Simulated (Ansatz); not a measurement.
# CuI (F-43m) on a mismatched substrate

```
CELL_PARAMETERS angstrom
2.96954 2.96954 0.00000
-2.96954 2.96954 0.00000
0.00000 2.96954 2.96954
ATOMIC_POSITIONS crystal
Cu 0.75000 0.25000 0.50000
I 0.00000 0.00000 0.00000
```

This cell was relaxed by PAW under PBEsol. A film on a (001) substrate is mimicked by stretching x and y by ε∥; the length along z and the atoms then relax by PAW (default files of Ansatz 0.2.0, cutoff 420 eV, stress met within about 0.05 GPa). Stress and levels come from PBEsol, all-electron LAPW in Ansatz 0.2.0, with spin-orbit coupling; k mesh 6×6×6, fixed occupations, basis error target 0.5 meV/atom. Conduction levels are in eV over the valence top, at fixed fractional wave vectors; spin-orbit pairs are averaged.

```tsv
ε∥ (%)	ε⊥ (%)	σ∥ (GPa, tension positive)	Γ	L (oblique)	X ∥ z	X ⊥ z	2nd valence level at Γ	3rd
-2.0	2.788	-1.06	0.999	1.892	2.389	2.163	-0.072	-0.539
-1.0	?	?	?	?	?	?	?	?
-0.5	0.742	-0.32	1.000	1.932	2.319	2.262	-0.018	-0.498
0.0	0.000	-0.11	1.002	1.941	2.295	2.295	0.000	-0.487
0.5	-0.638	0.14	0.985	1.930	2.263	2.314	-0.015	-0.492
1.0	-1.334	0.36	0.970	1.918	2.230	2.332	-0.030	-0.498
2.0	-2.736	0.77	0.942	1.889	2.170	2.372	-0.058	-0.509
```

The last two columns are counted from the highest valence level at Γ.

Problem. How does the film contract along z, and how stiff is it in the plane?

Solution. Quadratic fits through the 6 rows shown have slopes dε⊥/dε∥ = -1.380 and dσ∥/dε∥ = 45.9 GPa at zero strain. Elasticity asks −2C12/C11 = -1.377 and C11 + C12 − 2C12²/C11 = 46.2 GPa, from PAW constants C11 = 62.5, C12 = 43.0 GPa. At the level of the σ∥ column the films keep up to 0.03 GPa along z against the unstrained cell, and the constants are scalar-relativistic PAW values, so part of the difference is the change of level.

Problem. Which shear deformation potential b does the valence splitting give?

Solution. The two upper pairs split by 2|b||ε⊥ − ε∥|: 0.0175 eV at ε⊥ − ε∥ = 0.01242 and 0.0153 eV at -0.01138. The mean of the two sides cancels the leading coupling to the split-off band: |b| = 0.69 eV.

Problem. Fill the row at ε∥ = -1.0 %.

Solution. The fits give ε⊥ = 1.414 % and σ∥ = -0.57 GPa. Computed: ε⊥ (%) = 1.427, σ∥ (GPa, tension positive) = -0.56, Γ = 1.000, L (oblique) = 1.921, X ∥ z = 2.341, X ⊥ z = 2.229, 2nd valence level at Γ = -0.035, 3rd = -0.510. The levels have a kink at zero strain, where another valence state takes the top, so one parabola doesn't fit them.

Problem. How fast does the least gap among these points move on each side of zero strain?

Solution. dE_g/dε∥ is 4 meV per % on the compressed side and -34 on the stretched side, so the gap falls either way. The lowest conduction level stays at Γ.

Caveats: the frozen-core PAW files of the relaxations were fitted under PBE, their cores solved anew for this functional; semilocal gaps are low, and the spacing of valleys can be off by tenths of an eV; levels are read at fixed fractional k, so an edge that moves off these points is missed.
